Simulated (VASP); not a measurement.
# From VASP inputs to Ansatz: BeS (strained rocksalt)

INCAR

```
NELM = 120
NBANDS = 11
SIGMA = 0.01
PREC = Accurate
ALGO = Normal
ISMEAR = 0
EDIFF = 1E-7
ISIF = 2
IBRION = -1
NSW = 0
ENCUT = 520
LCHARG = .FALSE.
LREAL = .FALSE.
LASPH = .TRUE.
LWAVE = .FALSE.
METAGGA = R2SCAN
```

KPOINTS

```
KPOINTS created by Atomic Simulation Environment
0
Gamma
10 10 10
0 0 0
```

KPOINTS_OPT

```
special points
7
Reciprocal
0.0000000000 0.0000000000 0.0000000000 1
0.5000000000 0.0000000000 0.5000000000 1
0.6250000000 0.2500000000 0.6250000000 1
0.3750000000 0.3750000000 0.7500000000 1
0.5000000000 0.5000000000 0.5000000000 1
0.5000000000 0.2500000000 0.7500000000 1
0.1500000000 0.1500000000 0.3000000000 1
```

POSCAR

```
Be S
 1.0000000000000000
     0.0207398099250001    2.3172971969249998    2.3172971969252236
     2.3172971969249998    0.0207398099250001    2.3172971969252236
     2.3380370069000000    2.3380370069000000    0.0000000000504478
 Be  S
   1   1
Cartesian
  0.0000000000000000  0.0000000000000000  0.0000000000000000
  2.3380370068750000  2.3380370068750000  2.3172971969504470
```

VASP ran with the recommended PBE PAW datasets (8 valence electrons in the cell).

Translate these files to an Ansatz input.



```yaml
crystal:
  lattice:
    - [0.0207398099, 2.3172971969, 2.3172971969]
    - [2.3172971969, 0.0207398099, 2.3172971969]
    - [2.3380370069, 2.3380370069, 1.0e-10]
  atoms:
    - { symbol: Be, position: [0.0, 0.0, 0.0] }
    - { symbol: S, position: [0.5, 0.5, 0.5] }
kpoints:
  mp_grid: { grid: [10, 10, 10] }
  band_path:
    path:
      - [0.0, 0.0, 0.0]
      - [0.5, 0.0, 0.5]
      - [0.625, 0.25, 0.625]
      - [0.375, 0.375, 0.75]
      - [0.5, 0.5, 0.5]
      - [0.5, 0.25, 0.75]
      - [0.15, 0.15, 0.3]
    npoints: 1
hamiltonian:
  xc: r2scan
scf:
  occupations: { method: fixed }
  n_extra_bands: 4
output:
  forces: true
  stress: true
  eigenvalues: true
```

Other inputs would serve too.

```tsv
	VASP	Ansatz
gap between bands v and c	1.21 eV	1.21 eV
least direct gap	4.41 eV	4.41 eV
pressure	-0.1 GPa	0.0 GPa
```

The two codes use different PAW datasets and cutoffs. VASP's cell holds 8 valence electrons and Ansatz's 8. Ansatz's stress includes a Pulay correction; VASP's doesn't.
